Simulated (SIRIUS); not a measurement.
The system is Au.

```xyz
1
Lattice="0.0000 2.0350 2.0350 2.0350 0.0000 2.0350 2.0350 2.0350 0.0000" Properties=species:S:1:pos:R:3 pbc="T T T"
Au    0.0000    0.0000    0.0000
```

| Property | Result |
| --- | --- |
| Program | SIRIUS 7.10.0 |
| Task | single point |
| Functional | PBEsol |
| Potentials or basis | PseudoDojo 0.4.1 PBEsol standard (scalar relativistic) |
| Cutoff | 1054 eV |
| Density cutoff | 4214 eV |
| k mesh | 11 × 11 × 11 |
| Occupations | fermi-dirac, width 0.05 eV |
| Spin | no spin polarisation |

On this cell: pressure 1.3 GPa; band gap on the k mesh none (metal or under the smearing width).

The same run follows on a disturbed copy (cell strained at random at fixed volume):

```xyz
1
Lattice="0.0595 2.0328 2.0239 2.0628 0.0301 2.0533 2.0741 2.0734 0.0189" Properties=species:S:1:pos:R:3 pbc="T T T"
Au    0.0297    0.0344   -0.0121
```

Q: What does the disturbed cell give?

A: The energy (extrapolated to zero smearing) moves by +5.9 meV/atom; pressure 1.5 GPa; band gap on the k mesh none (metal or under the smearing width).

Stress tensor (GPa, compression positive):
```
 1.57 -1.97 -1.44
-1.97  1.42  0.23
-1.44  0.23  1.38
```
